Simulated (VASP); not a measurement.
Write the native input for VASP 6.6.1 that does the following.

```
Task                   : single point
Functional             : PBE
Potentials or basis    : VASP PAW PBE potentials, release 64 (Ge_d)
Cutoff                 : 520 eV
k mesh                 : 8 × 8 × 8
Occupations            : gaussian, width 0.023 eV
Spin                   : no spin polarisation
Further INCAR settings : ALGO = Fast; EDIFF = 1e-06
```

The structure of Ge lies in POSCAR:

```
Ge
1.0
    0.0000000000      2.8289100000      2.8289100000
    2.8289100000      0.0000000000      2.8289100000
    2.8289100000      2.8289100000      0.0000000000
Ge
2
Direct
    0.7500000000      0.7500000000      0.7500000000
    0.5000000000      0.5000000000      0.5000000000
```

One way to write it, as run:

INCAR

```
PREC = Accurate
ENCUT = 520
EDIFF = 1E-6
ISMEAR = 0
SIGMA = 0.023
LREAL = F
LASPH = T
NELM = 80
ALGO = Fast
ISIF = 2
LWAVE = F
LCHARG = F
GGA = PE
```

KPOINTS

```
regular mesh
0
Gamma
  8 8 8
```

Potentials or basis: VASP PAW PBE potentials, release 64 (Ge_d).

Run with:

```console
$ cat potpaw_PBE.64/Ge_d/POTCAR > POTCAR
$ mpirun -np 1 vasp_std > vasp.out
```

It gave:

The pressure is 3.5 GPa and the band gap on the k mesh is 0.03 eV, direct.

It took 28 s on 1 thread of AMD EPYC 7R13 Processor (Zen 3), with other jobs on the host, peak memory 0.13 GiB.
